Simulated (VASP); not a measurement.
Here is a VASP 6.6.1 calculation.

The input POSCAR:

```
KMgF3
1.0
    4.0845689666      0.0000000000      0.0000000000
    0.0000000000      4.0845689666      0.0000000000
    0.0000000000      0.0000000000      4.0845689666
K Mg F
1 1 3
Direct
    0.5000000000      0.5000000000      0.5000000000
    0.0000000000      0.0000000000      0.0000000000
    0.5000000000      0.0000000000      0.0000000000
    0.0000000000      0.5000000000      0.0000000000
    0.0000000000      0.0000000000      0.5000000000
```

The input INCAR.step1:

```
  PREC = Accurate
  ENCUT = 520
  ISMEAR = 0
  SIGMA = 0.01
  LREAL = F
  LASPH = T
  NELM = 100
  NBANDS = 24
  GGA = PE
  ALGO = Normal
  EDIFF = 1E-4
  LWAVE = T
  LCHARG = F
```

File INCAR.step2:

```
  PREC = Accurate
  ENCUT = 520
  EDIFF = 1E-6
  ISMEAR = 0
  SIGMA = 0.01
  LREAL = F
  LASPH = T
  NELM = 100
  ALGO = Normal
  ISIF = 2
  LWAVE = F
  LCHARG = F
  METAGGA = R2SCAN
  LMIXTAU = T
  NBANDS = 24
  ISTART = 1
```

The input KPOINTS:

```
regular mesh
0
Gamma
  6 6 6
```

Potentials or basis: VASP PAW PBE potentials, release 64 (K_sv, Mg, F).

Command:

```bash
$ cat potpaw_PBE.64/K_sv/POTCAR potpaw_PBE.64/Mg/POTCAR potpaw_PBE.64/F/POTCAR > POTCAR
$ cp INCAR.step1 INCAR
$ mpirun -np 1 vasp_std > vasp.out
$ cp INCAR.step2 INCAR
$ mpirun -np 1 vasp_std > vasp.out
```

Problem. Estimate the pressure.

Solution. -5.7 GPa.

Problem. Predict the band gap on the k mesh.

Solution. 7.69 eV, indirect (least direct gap 8.01 eV).

Caveat: the PAW data sets were made with another functional, which shifts forces and pressure a little. r2SCAN opens gaps a little over a GGA but as a rule still falls short of measured ones.
